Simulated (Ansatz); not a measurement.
The system is Ir.

```
CELL_PARAMETERS angstrom
2.75138 0.00000 0.00000
-1.37569 2.38276 0.00000
0.00000 0.00000 4.46229
ATOMIC_POSITIONS crystal
Ir 0.33333 0.66667 0.25000
Ir 0.66667 0.33333 0.75000
```

This isn't the form of Ir at room conditions, which is fcc.

Base run:

| Property | Result |
| --- | --- |
| Program | Ansatz 0.2.0 |
| Functional | LDA |
| Potentials or basis | Ansatz PAW |
| Cutoff | 420 eV (not typed: the program's choice for these potentials) |
| k mesh | 11 × 11 × 6 |
| Occupations | fermi-dirac, width 0.05 eV |
| Spin | no spin polarisation |

Its results: band gap on the k mesh none (metal or under the smearing width); pressure -17.8 GPa.

Task: The run is repeated on the same cell with these changes: functional from LDA to revPBE. What comes out?

Result: Band gap on the k mesh none (metal or under the smearing width); pressure 1.6 GPa.

revPBE binds less tightly than LDA, so the same cell stands under more pressure.

Caveats: spin-orbit coupling is left out, which moves the levels of the heavy elements; the PAW data sets come from PBE, with cores solved anew for the run's functional, which leaves a small shift of forces and pressure.
